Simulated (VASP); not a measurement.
# Cl (Cmce) in VASP: notebook, part 2 of 2

VASP 6.6.1.

### 4 Relaxation of cell and atoms, PBE+D3(BJ), target pressure 1.15 GPa, at which the enthalpy is minimised

This run uses another cell than the first one, of 24.49 Å³/atom, 0.898 times its volume.

The input, INCAR:

```
SYSTEM = Cl
PREC = Accurate
ENCUT = 600
EDIFF = 1E-7
ISMEAR = 0
SIGMA = 0.03
LREAL = .FALSE.
LASPH = .TRUE.
NELM = 80
ALGO = Normal
ISIF = 3
LWAVE = .FALSE.
LCHARG = .FALSE.
GGA = PE
IVDW = 12
IBRION = 2
NSW = 90
EDIFFG = -0.005
PSTRESS = 11.5
```

The input, KPOINTS:

```
Automatic mesh
0
G
  8 8 4
  0 0 0
```

The input, POSCAR:

```
Cl                                      
1.0
    3.1023939909     -1.9877451268      0.0000000000
    3.1023939909      1.9877451268     -0.0000000000
    0.0000000000      0.0000000000      7.9416682909
  Cl            
     4
Direct
     0.8703840594229076    0.1296159405770922    0.1095384673170463
     0.6296159405770922    0.3703840594229079    0.6095384673170461
     0.1296159405770922    0.8703840594229076    0.8904615326829539
     0.3703840594229079    0.6296159405770922    0.3904615326829537
```

Potentials or basis: VASP PAW PBE potentials, release 64 (Cl).

Run with:

```console
$ cat potpaw_PBE.64/Cl/POTCAR > POTCAR
$ mpirun -np 1 vasp_std > vasp.out
```

OUTCAR:

```text
SYSTEM = Cl
   PREC = Accurate
   ENCUT = 600
   EDIFF = 1E-7
   ISMEAR = 0
   LREAL = .FALSE.
   LASPH = .TRUE.
   NELM = 80
   ISIF = 3
   GGA = PE
   IVDW = 12
   IBRION = 2
   NSW = 90
   EDIFFG = -0.005
   PSTRESS = 11.5
 IVDW          = 12

 ion  position               nearest neighbor table
   1  0.870  0.130  0.110-   3 2.02
   2  0.630  0.370  0.610-   4 2.02
   3  0.130  0.870  0.890-   1 2.02
   4  0.370  0.630  0.390-   2 2.02

  LATTYP: Found a base centered orthorhombic cell.
 ALAT       =     3.9754902536
 B/A-ratio  =     1.5607604562
 C/A-ratio  =     1.9976575930

  Lattice vectors:

 A1 = (  -3.1023939909,  -1.9877451268,   0.0000000000)
 A2 = (   3.1023939909,  -1.9877451268,   0.0000000000)
 A3 = (   0.0000000000,   0.0000000000,   7.9416682909)

Analysis of symmetry for initial positions (statically):
=====================================================================
 Subroutine PRICEL returns:
 Original cell was already a primitive cell.

 Routine SETGRP: Setting up the symmetry group for a
 base centered orthorhombic supercell.

 Subroutine GETGRP returns: Found  8 space group operations
 (whereof  4 operations were pure point group operations)
 out of a pool of  8 trial point group operations.
[... 150 lines left out ...]
   LEPSILON=     F    determine dielectric tensor
   LRPA    =     F    only Hartree local field effects (RPA)
 conjugate gradient relaxation of ions
 non-spin polarized calculation
 Gauss-broadening in eV      SIGMA  =   0.03
  energy-cutoff  :      600.00
  volume of cell :       97.95
 maximum number of plane-waves:      3292
 NGX is ok and might be reduce to    30
   NGX = 15   NGY = 15   NGZ = 31

--------------------------------------- Ionic step        1  -------------------------------------------

 number of electron      27.9999997 magnetization

 Free energy of the ion-electron system (eV)
  ---------------------------------------------------
  ext. energy  EPLUGINS =         0.00000000
  ---------------------------------------------------
  free energy    TOTEN  =        -7.18460729 eV

  energy without entropy =       -7.18460729  energy(sigma->0) =       -7.18460729

------------------------ aborting loop because EDIFF is reached ----------------------------------------

 Edisp (eV)   -0.74031

 E8    (eV) :    -0.2513
[... 299 lines left out ...]
--------------------------------------- Ionic step        8  -------------------------------------------

 number of electron      27.9999997 magnetization

 Free energy of the ion-electron system (eV)
  ---------------------------------------------------
  ext. energy  EPLUGINS =         0.00000000
  ---------------------------------------------------
  free energy    TOTEN  =        -7.18890993 eV

  energy without entropy =       -7.18890993  energy(sigma->0) =       -7.18890993

 E-fermi :   0.9520     XC(G=0):  -8.5289

 val. band max:        0.7883534988   @ k =   0.0000   0.0000   0.0000
 cond. band min:       3.0841597110   @ k =   0.0000   0.0000   0.0000
 fundamental gap:      2.2958062122
 Fermi energy:         0.9520484498

 k-point     1 :       0.0000    0.0000    0.0000
  band No.  band energies     occupation
      1     -16.1840      2.00000
      2     -15.7438      2.00000
      3     -12.4589      2.00000
      4     -11.2813      2.00000
      5      -5.1197      2.00000
      6      -3.5176      2.00000
[... 481 lines left out ...]
      5      -4.9238      2.00000
      6      -4.0924      2.00000
[... 10 lines left out ...]
     17       8.9670      0.00000
     18       9.1300      0.00000

 [... further k-points ...]

------------------------ aborting loop because EDIFF is reached ----------------------------------------

 Edisp (eV)   -0.73789

 E8    (eV) :    -0.2504
[... 31 lines left out ...]
  energy  without entropy=       -7.9268047017  energy(sigma->0) =       -7.92680470

  enthalpy is  TOTEN    =        -7.2218967711 eV   P V=        0.7049079306

 reached required accuracy - stopping structural energy minimisation
```

OSZICAR:

```text
N       E                     dE             d eps       ncg     rms          rms(c)
DAV:   1     0.201811164117E+03    0.20181E+03   -0.13811E+04  2268   0.151E+03
[... 66 lines left out ...]
DAV:   1    -0.718894619018E+01    0.44966E-03   -0.22207E-03  2268   0.299E-01    0.390E-02
DAV:   2    -0.718891922040E+01    0.26970E-04   -0.57861E-05  2374   0.559E-02    0.155E-02
DAV:   3    -0.718890937214E+01    0.98483E-05   -0.16409E-05  2680   0.246E-02    0.828E-03
DAV:   4    -0.718890929371E+01    0.78428E-07   -0.15390E-06  2606   0.833E-03    0.394E-03
DAV:   5    -0.718890981739E+01   -0.52367E-06   -0.23073E-07  1516   0.352E-03    0.701E-04
DAV:   6    -0.718890992125E+01   -0.10386E-06   -0.32897E-08  1208   0.138E-03    0.294E-04
DAV:   7    -0.718890992614E+01   -0.48876E-08   -0.70504E-09  1186   0.653E-04
   8 F= -.72218968E+01 E0= -.72218968E+01  d E =-.106880E-04
```

CONTCAR:

```text
Cl
   1.00000000000000
     3.1113243861917552   -1.9851286083545130   -0.0000000000000000
     3.1113243861917552    1.9851286083545130    0.0000000000000000
     0.0000000000000000    0.0000000000000000    7.9502576227898807
  Cl
     4
Direct
     0.8705761933703287    0.1294238066296715    0.1095264015557100
     0.6294238066296713    0.3705761933703285    0.6095264015557099
     0.1294238066296715    0.8705761933703287    0.8904735984442901
     0.3705761933703285    0.6294238066296713    0.3904735984442899

  0.00000000E+00  0.00000000E+00  0.00000000E+00
  0.00000000E+00  0.00000000E+00  0.00000000E+00
  0.00000000E+00  0.00000000E+00  0.00000000E+00
  0.00000000E+00  0.00000000E+00  0.00000000E+00
```

Run time: 3.5 min. Hardware: 1 thread of Intel Xeon 6975P-C (Granite Rapids), shared host; peak memory 0.29 GiB.

What came out:

| Item | Value |
| --- | --- |
| Free energy | -7.9268 eV |
| Relaxed volume | 24.55 Å³/atom |
| Relaxed cell | a = 3.691 Å, b = 3.691 Å, c = 7.950 Å, α = 90.00°, β = 90.00°, γ = 65.08° |
| Space group after relaxing (to 0.05 Å) | Cmce (No. 64) |
| Energy change on relaxing (the enthalpy is what falls) | -0.5 meV/atom |
| Ionic steps | 8 |
| Pressure after relaxing | 1.1 GPa |
| Band gap on the k mesh | 2.30 eV, direct |
| Dispersion energy per atom | -0.184 eV |

Forces on the atoms (eV/Å):
```
Cl   0.000  0.000  0.003
Cl   0.000  0.000  0.003
Cl   0.000  0.000 -0.003
Cl   0.000  0.000 -0.003
```

Step by step:
```
step  energy change (eV)  largest force (eV/Å)  pressure (GPa)  volume (Å³)
   1              0.0000                0.0014            1.17        97.95
   2             -0.0003                0.0039            1.15        97.99
   3             -0.0009                0.0119            1.12        98.08
   4             -0.0010                0.0111            1.12        98.08
   5             -0.0011                0.0088            1.13        98.11
   6             -0.0015                0.0043            1.13        98.15
   7             -0.0021                0.0054            1.14        98.24
   8             -0.0019                0.0027            1.14        98.21
```

Final structure:
```
Cl
1.0
     3.11132   -1.98513    0.00000
     3.11132    1.98513    0.00000
     0.00000    0.00000    7.95026
Cl
4
Direct
  0.87058 0.12942 0.10953
  0.62942 0.37058 0.60953
  0.12942 0.87058 0.89047
  0.37058 0.62942 0.39047
```

Caveat: the cell is relaxed towards a set pressure, so the enthalpy falls and the energy may rise. A k mesh can miss the band edges.

### 5 Relaxation of cell and atoms, PBE+D3(BJ)

This run uses another cell than the first one, of 24.43 Å³/atom, 0.896 times its volume.

INCAR: that of step 4 with these lines changed.

```diff
@@ -3,3 +3,3 @@
 ENCUT = 600
-EDIFF = 1E-7
+EDIFF = 1E-6
 ISMEAR = 0
@@ -17,3 +17,2 @@
 NSW = 90
-EDIFFG = -0.005
-PSTRESS = 11.5
+EDIFFG = -0.01
```

The input, KPOINTS:

```
regular mesh
0
G
  8 8 4
  0 0 0
```

The input, POSCAR:

```
Cl
1.0
    2.9327500000     -2.0968500000      0.0000000000
    2.9327500000      2.0968500000      0.0000000000
    0.0000000000      0.0000000000      7.9455000000
Cl
4
Direct
    0.8700000000      0.1300000000      0.1000000000
    0.6300000000      0.3700000000      0.6000000000
    0.1300000000      0.8700000000      0.9000000000
    0.3700000000      0.6300000000      0.4000000000
```

Potentials or basis: VASP PAW PBE potentials, release 64 (Cl).

Run with:

```console
$ cat potpaw_PBE.64/Cl/POTCAR > POTCAR
$ mpirun -np 1 vasp_std > vasp.out
```

OUTCAR:

```text
SYSTEM = Cl
   PREC = Accurate
   ENCUT = 600
   EDIFF = 1E-6
   ISMEAR = 0
   LREAL = .FALSE.
   LASPH = .TRUE.
   NELM = 80
   ISIF = 3
   GGA = PE
   IVDW = 12
   IBRION = 2
   NSW = 90
   EDIFFG = -0.01
 IVDW          = 12

 ion  position               nearest neighbor table
   1  0.870  0.130  0.100-   3 1.93
   2  0.630  0.370  0.600-   4 1.93
   3  0.130  0.870  0.900-   1 1.93
   4  0.370  0.630  0.400-   2 1.93

  LATTYP: Found a base centered orthorhombic cell.
 ALAT       =     4.1937000000
 B/A-ratio  =     1.3986455874
 C/A-ratio  =     1.8946276558

  Lattice vectors:

 A1 = (  -2.9327500000,  -2.0968500000,   0.0000000000)
 A2 = (   2.9327500000,  -2.0968500000,   0.0000000000)
 A3 = (   0.0000000000,   0.0000000000,   7.9455000000)

[... 321 lines left out ...]
      6      -4.5914      2.00000
[... 493 lines left out ...]
     17       7.7426      0.00000
     18       8.0356      0.00000

 [... further k-points ...]

[... ionic steps 4 to 34 ...]

--------------------------------------- Ionic step       35  -------------------------------------------

 number of electron      28.0000004 magnetization

------------------------ aborting loop because EDIFF is reached ----------------------------------------
[... 79 lines left out ...]
--------------------------------------- Ionic step       37  -------------------------------------------

 number of electron      28.0000004 magnetization

 Free energy of the ion-electron system (eV)
  ---------------------------------------------------
  ext. energy  EPLUGINS =         0.00000000
  ---------------------------------------------------
  free energy    TOTEN  =        -7.30336057 eV

  energy without entropy =       -7.30336057  energy(sigma->0) =       -7.30336057

 E-fermi :   0.1079     XC(G=0):  -8.0496

 val. band max:       -0.0124357081   @ k =   0.0000   0.0000   0.0000
 cond. band min:       2.2957433202   @ k =   0.0000   0.0000   0.0000
 fundamental gap:      2.3081790283
 Fermi energy:         0.1079227134

 k-point     1 :       0.0000    0.0000    0.0000
  band No.  band energies     occupation
      1     -16.8057      2.00000
      2     -16.4683      2.00000
      3     -13.0124      2.00000
      4     -12.0857      2.00000
      5      -5.7203      2.00000
      6      -4.3656      2.00000
[... 530 lines left out ...]
  FREE ENERGIE OF THE ION-ELECTRON SYSTEM (eV)
  ---------------------------------------------------
  free  energy   TOTEN  =        -7.9583723939 eV

  energy  without entropy=       -7.9583723939  energy(sigma->0) =       -7.95837239

 reached required accuracy - stopping structural energy minimisation
```

It took 24 min on 1 thread of Intel Xeon Platinum 8375C at 2.90GHz (Ice Lake), shared host; peak memory 0.29 GiB.

Results:

```yaml
Free_energy: -7.9584 eV
Relaxed_volume: 27.07 Å³/atom
Relaxed_cell: a = 3.852 Å, b = 3.852 Å, c = 8.119 Å, α = 90.00°, β = 90.00°, γ = 63.98°
Space_group_after_relaxing_to_0.05_Å: Cmce (No. 64)
Energy_gained_by_relaxing: 50.5 meV/atom
Ionic_steps: 37
Pressure_after_relaxing: 0.0 GPa
Largest_force_after_relaxing: 0.008 eV/Å
Band_gap_on_the_k_mesh: 2.31 eV, direct
Dispersion_energy_per_atom: -0.164 eV
```

Forces on the atoms (eV/Å):
```
Cl   0.000 -0.008  0.000
Cl   0.000  0.008  0.000
Cl   0.000  0.008  0.000
Cl   0.000 -0.008  0.000
```

The path:
```
step  energy change (eV)  largest force (eV/Å)  pressure (GPa)  volume (Å³)
   1              0.0000                1.6374            4.64        97.72
   2              0.2346                1.7266           -4.26       108.02
   3             -0.1396                0.1662            0.35       101.17
   4             -0.1401                0.1290            0.52       101.00
   5             -0.1401                0.1209            0.58       100.93
   6             -0.1554                0.1029            0.45       102.26
   7             -0.1851                0.0629            0.13       106.26
   8             -0.1920                0.0686           -0.16       114.29
   9             -0.1956                0.0566           -0.10       111.62
  10             -0.1957                0.0564           -0.08       111.05
  11             -0.1969                0.0603           -0.29       110.82
  12             -0.1969                0.0723           -0.32       110.79
  13             -0.1973                0.0673           -0.29       110.63
  14             -0.1985                0.0544           -0.23       110.14
  15             -0.1998                0.0310           -0.08       109.17
  16             -0.1983                0.0344            0.26       107.22
  17             -0.2000                0.0236            0.01       108.71
  18             -0.2002                0.0161            0.01       108.72
  19             -0.2004                0.0122            0.05       108.73
  20             -0.2007                0.0534            0.13       108.77
  21             -0.2008                0.0498            0.12       108.79
  22             -0.2009                0.0400            0.09       108.84
  23             -0.2012                0.0205            0.03       108.96
  24             -0.2014                0.0245           -0.10       109.19
  25             -0.2014                0.0164           -0.06       109.14
  26             -0.2014                0.0150           -0.06       109.14
  27             -0.2015                0.0155           -0.05       109.12
  28             -0.2015                0.0297           -0.01       109.08
  29             -0.2016                0.0233           -0.03       109.05
  30             -0.2017                0.0231           -0.08       108.99
  31             -0.2018                0.0209           -0.04       108.87
  32             -0.2019                0.0335            0.04       108.59
  33             -0.2020                0.0189            0.00       108.49
  34             -0.2020                0.0162           -0.02       108.41
  35             -0.2021                0.0118            0.01       108.31
  36             -0.2021                0.0138            0.04       108.24
  37             -0.2022                0.0076            0.01       108.26
```

Final structure:
```cif
data_structure
_symmetry_space_group_name_H-M 'P 1'
_symmetry_Int_Tables_number 1
_cell_length_a 3.8520
_cell_length_b 3.8520
_cell_length_c 8.1189
_cell_angle_alpha 90.000
_cell_angle_beta 90.000
_cell_angle_gamma 63.985
_cell_volume 108.26
loop_
_atom_site_label
_atom_site_type_symbol
_atom_site_fract_x
_atom_site_fract_y
_atom_site_fract_z
_atom_site_occupancy
Cl1 Cl 0.87630 0.12370 0.10769 1
Cl2 Cl 0.62370 0.37630 0.60769 1
Cl3 Cl 0.12370 0.87630 0.89231 1
Cl4 Cl 0.37630 0.62370 0.39231 1
```

### 6 Relaxation of cell and atoms, PBE+D3(BJ)

This run uses another cell than the first one, of 27.07 Å³/atom, 0.993 times its volume.

INCAR: that of step 5 with these lines changed.

```diff
@@ -3,3 +3,3 @@
 ENCUT = 600
-EDIFF = 1E-6
+EDIFF = 1E-7
 ISMEAR = 0
@@ -17,2 +17,2 @@
 NSW = 90
-EDIFFG = -0.01
+EDIFFG = -0.005
```

KPOINTS is that of step 5.

The input, POSCAR:

```
Cl                                      
1.0
    3.2669421015     -2.0408039107     -0.0000000000
    3.2669421015      2.0408039107      0.0000000000
    0.0000000000     -0.0000000000      8.1188653260
  Cl            
     4
Direct
     0.8762960630838706    0.1237039369161292    0.1076895795028983
     0.6237039369161294    0.3762960630838706    0.6076895795028981
     0.1237039369161292    0.8762960630838706    0.8923104204971019
     0.3762960630838706    0.6237039369161294    0.3923104204971019
```

Potentials or basis: VASP PAW PBE potentials, release 64 (Cl).

Run with:

```console
$ cat potpaw_PBE.64/Cl/POTCAR > POTCAR
$ mpirun -np 1 vasp_std > vasp.out
```

Run time: 5.3 min. Hardware: 1 thread of Intel Xeon Platinum 8375C at 2.90GHz (Ice Lake), shared host; peak memory 0.32 GiB.

It converged, with:

* Free energy: -7.9613 eV
* Relaxed volume: 27.28 Å³/atom
* Relaxed cell: a = 3.869 Å, b = 3.869 Å, c = 8.116 Å, α = 90.00°, β = 90.00°, γ = 63.95°
* Space group after relaxing (to 0.05 Å): Cmce (No. 64)
* Energy gained by relaxing: 0.1 meV/atom
* Ionic steps: 7
* Pressure after relaxing: 0.0 GPa
* Largest force after relaxing: 0.003 eV/Å
* Band gap on the k mesh: 2.32 eV, direct
* Dispersion energy per atom: -0.162 eV

Forces on the atoms (eV/Å):
```
Cl   0.000  0.001  0.003
Cl   0.000 -0.001  0.003
Cl   0.000 -0.001 -0.003
Cl   0.000  0.001 -0.003
```

The path:
```csv
step,energy change (eV),largest force (eV/Å),pressure (GPa),volume (Å³)
1,0.0000,0.0079,0.04,108.26
2,-0.0001,0.0059,0.04,108.36
3,-0.0002,0.0139,0.06,108.65
4,-0.0001,0.0407,0.08,109.25
5,-0.0002,0.0236,0.06,108.87
6,-0.0002,0.0183,0.05,108.93
7,-0.0002,0.0033,0.01,109.12
```

Final structure:
```
Cl
1.0
     3.28166   -2.04856    0.00000
     3.28166    2.04856    0.00000
     0.00000    0.00000    8.11579
Cl
4
Direct
  0.87698 0.12302 0.10774
  0.62302 0.37698 0.60774
  0.12302 0.87698 0.89226
  0.37698 0.62302 0.39226
```

Levels at points of the mesh, in eV from the valence-band top:
| k point | band 12 | band 13 | band 14 | band 15 | band 16 | band 17 |
| --- | --- | --- | --- | --- | --- | --- |
| (0.00, 0.00, 0.00) | -0.36 | -0.18 | 0.00 | 2.32 | 3.18 | 6.83 |
| (0.50, 0.00, 0.00) | -0.83 | -0.32 | -0.32 | 3.01 | 3.01 | 8.02 |
| (0.50, 0.50, 0.00) | -1.12 | -0.40 | -0.15 | 2.40 | 2.99 | 8.41 |
| (0.00, 0.00, 0.50) | -0.80 | -0.09 | -0.09 | 2.67 | 2.67 | 7.29 |
| (0.50, 0.00, 0.50) | -0.59 | -0.08 | -0.08 | 2.72 | 2.72 | 8.31 |
| (0.50, 0.50, 0.50) | -0.88 | -0.73 | -0.73 | 2.63 | 2.63 | 9.04 |

### 7 Summary

| level | cell | target pressure | gap on the mesh (eV) | pressure (GPa) |
| --- | --- | --- | --- | --- |
| PBE | relaxed to 1.15 GPa | 1.15 GPa | 2.33 | 1.2 |
| PBE+D3(BJ) | relaxed to 1.15 GPa | 1.15 GPa | 2.30 | 1.1 |
| PBE+D3(BJ) | relaxed | - | 2.32 | 0.0 |

Alike in all rows: task relaxation of cell and atoms; potentials or basis VASP PAW PBE potentials, release 64 (Cl); no spin polarisation; k mesh 8 × 8 × 4; cutoff (eV) 600; smearing gaussian 0.03 eV.

Caveats: the cell is relaxed towards a set pressure, so the enthalpy falls and the energy may rise (some runs).

Total energies depend on the potentials used, so only differences within one code and one set of settings carry meaning.
